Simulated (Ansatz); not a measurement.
**A strain series on NaCl (zincblende): epitaxial in the plane normal to [111]**

Zincblende NaCl, relaxed with r2SCAN in Ansatz 0.2.0, then strained (epitaxial in the plane normal to [111]; changes of length per length, axes as in the cell below) with the atoms relaxed again within the symmetry that is left. Space group F-43m (No. 216), cubic; a = 6.175 Å in the conventional setting, 29.43 Å³ an atom. Na is surrounded by 4 Cl at 2.67 Å; Cl is surrounded by 4 Na at 2.67 Å. No spin polarisation and no zero-point or thermal motion; the cell was built from a prototype and may be hypothetical.

```xyz
2
Lattice="0.0000 3.0873 3.0873 3.0873 0.0000 3.0873 3.0873 3.0873 0.0000" Properties=species:S:1:pos:R:3 pbc="T T T"
Na    0.0000    0.0000    0.0000
Cl    1.5436    1.5436    1.5436
```

Gaps are the least over each mesh (PBE 8×8×8, r2SCAN 8×8×8, HSE06 6×6×6 when unstrained) and the special points, which keep their unstrained names; stress is the change from the unstrained cell, compression positive.

```csv
strain (%),free normal strain (%),"gap, PBE (eV)","gap, r2SCAN (eV)","gap, HSE06 (eV)","edges, HSE06","in-plane stress, r2SCAN (GPa)","energy rise, r2SCAN (meV/atom)"
-4.18,+4.47,4.902,5.505,6.208,Γ,+1.06,8.1
0.0,0.00,4.942,5.552,6.246,Γ,0.00,0.0
+4.0,-4.83,4.701,5.309,5.995,Γ,-0.95,6.6
```

Task: Estimate the row for a strain of -3.34 %.

Result:
```csv
strain (%),free normal strain (%),"gap, PBE (eV)","gap, r2SCAN (eV)","gap, HSE06 (eV)","edges, HSE06","in-plane stress, r2SCAN (GPa)","energy rise, r2SCAN (meV/atom)"
-3.34,+3.69,4.916,5.521,6.222,Γ,+0.81,5.2
```

Between zero and the nearest strains the slope of the HSE06 gap against strain is +0.007 eV per percent for negative and -0.063 for positive strain; it falls either way, as happens when edge states split or other valleys take over.

The meshes of the hybrids are coarse, so their gaps aren't converged to the digits shown.
